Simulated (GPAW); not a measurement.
**InP: relaxation of cell and atoms with RPBE+D4**

Crystal: InP.

```xyz
2
Lattice="0.0000 2.9305 2.9305 2.9305 0.0000 2.9305 2.9305 2.9305 0.0000" Properties=species:S:1:pos:R:3 pbc="T T T"
In    0.0000    0.0000    0.0000
P     4.3957    4.3957    4.3957
```

```
Program             : GPAW 26.7.0
Task                : relaxation of cell and atoms
Functional          : RPBE
Dispersion          : D4
Potentials or basis : the program's PAW data sets (release 1.2.1) made for this functional
Cutoff              : 600 eV
Basis               : pw
k mesh              : 8 × 8 × 8
Occupations         : fermi-dirac, width 0.05 eV
Spin                : no spin polarisation
Target pressure     : 5 GPa
Maxiter             : 150
Optimizer           : BFGS
Fmax                : 0.01 eV/Å
Max steps           : 100
Target pressure     : 5 GPa
Convergence         : density=1e-05 forces=0.0001
```

```yaml
Relaxed_volume: 23.78 Å³/atom
Relaxed_cell: a = 4.067 Å, b = 4.067 Å, c = 4.067 Å, α = 60.00°, β = 60.00°, γ = 60.00°
Space_group_after_relaxing_to_0.05_Å: F-43m (No. 216)
Energy_change_on_relaxing_the_enthalpy_is_what_falls: +23.6 meV/atom
Ionic_steps: 4
Pressure_after_relaxing: 5.0 GPa
Band_gap_on_the_k_mesh: 1.15 eV, direct
Dispersion_energy_per_atom: -0.646 eV
```

Step by step:
| step | energy change (eV) | largest force (eV/Å) | pressure (GPa) | volume (Å³) |
| --- | --- | --- | --- | --- |
| 1 | 0.0000 | 0.0000 | 0.61 | 50.33 |
| 2 | 0.0054 | 0.0000 | 1.65 | 49.60 |
| 3 | 0.0518 | 0.0000 | 5.25 | 47.43 |
| 4 | 0.0472 | 0.0000 | 4.99 | 47.57 |

Final structure:
```yaml
crystal:
  lattice:
    - [0.00000, 2.87586, 2.87586]
    - [2.87586, 0.00000, 2.87586]
    - [2.87586, 2.87586, 0.00000]
  atoms:
    - { symbol: In, position: [0.00000, 0.00000, 0.00000] }
    - { symbol: P, position: [0.75000, 0.75000, 0.75000] }
```

Levels at points of the mesh, in eV from the valence-band top:
| k point | band 7 | band 8 | band 9 | band 10 | band 11 | band 12 |
| --- | --- | --- | --- | --- | --- | --- |
| (0.00, 0.00, 0.00) | 0.00 | 0.00 | 0.00 | 1.15 | 4.10 | 4.10 |
| (0.50, 0.00, 0.00) | -6.00 | -1.06 | -1.06 | 1.74 | 4.84 | 4.84 |
| (0.50, 0.50, 0.00) | -5.96 | -2.52 | -2.52 | 1.77 | 2.35 | 9.72 |
| (0.50, 0.50, 0.50) | -6.00 | -1.06 | -1.06 | 1.74 | 4.84 | 4.84 |

It took 2 min on 1 thread of Arm Neoverse V1, with other jobs on the host, peak memory 0.24 GiB.

Caveat: later steps reuse the first step's grids; spin-orbit coupling is left out, which moves the levels of the heavy elements. Expect the measured gap to be larger: semilocal functionals such as RPBE lack the derivative discontinuity.
